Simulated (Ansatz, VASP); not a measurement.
## NaH in VASP and in Ansatz

INCAR

```
SYSTEM = NaH
PREC = Accurate
ENCUT = 520
EDIFF = 1E-8
ISMEAR = -1
SIGMA = 0.02
LREAL = .FALSE.
LASPH = .TRUE.
NELM = 100
ALGO = Normal
ISIF = 2
LWAVE = .FALSE.
LCHARG = .FALSE.
GGA = PS
LEFG = .TRUE.
NBANDS = 11
```

File KPOINTS:

```
Automatic mesh
0
G
  11 11 11
  0 0 0
```

POSCAR

```
NaH
1.0
    0.0000000000      2.3541687701      2.3541687701
    2.3541687701      0.0000000000      2.3541687701
    2.3541687701      2.3541687701      0.0000000000
Na H
1 1
Direct
    0.0000000000      0.0000000000      0.0000000000
    0.5000000000      0.5000000000      0.5000000000
```

Input for Ansatz:

```yaml
crystal:
  lattice:
    - [0.0, 2.3541687701, 2.3541687701]
    - [2.3541687701, 0.0, 2.3541687701]
    - [2.3541687701, 2.3541687701, 0.0]
  atoms:
    - { symbol: Na, position: [0.0, 0.0, 0.0] }
    - { symbol: H, position: [0.5, 0.5, 0.5] }
kpoints:
  mp_grid: { grid: [11, 11, 11] }
scf:
  occupations: { method: fermi_dirac, width: 0.02 }
hamiltonian:
  xc: pbesol
  pseudopotentials: { kind: paw }
output:
  forces: true
  stress: true
  eigenvalues: true
  efg: { contact_densities: true }
```

Change from the starting cell: volume scaled by 0.96, PAW files.

Alike in both runs: task electric field gradients; functional PBEsol; k mesh 11 × 11 × 11; occupations fermi-dirac, width 0.02 eV; no spin polarisation.

|  | VASP | Ansatz |
| --- | --- | --- |
| version | VASP 6.6.1 | Ansatz 0.2.0 |
| potentials or method | VASP PAW PBE potentials, release 64 (Na_pv, H) | PAW with Ansatz's default frozen-core files, scalar-relativistic |
| plane-wave cutoff (eV) | 520 | 420 |
| valence electrons in the cell | 8 | 10 |

|  | VASP | Ansatz | Ansatz less VASP |
| --- | --- | --- | --- |
| gap on the k mesh at the Fermi level (eV) | 3.90 | 3.90 | +0.003 |
| pressure (GPa) | 1.4 | 1.4 | 0.00 |
| Vzz of the field gradient on the site that differs most (V/Å²) | 0.0 | 0.0 | 0.00 |

The two sets of potentials don't hold the same shells in valence.

Caveats: the PAW data sets were made with another functional, which shifts forces and pressure a little (VASP); an odd mesh through Γ misses points on the zone boundary, where band edges often lie.
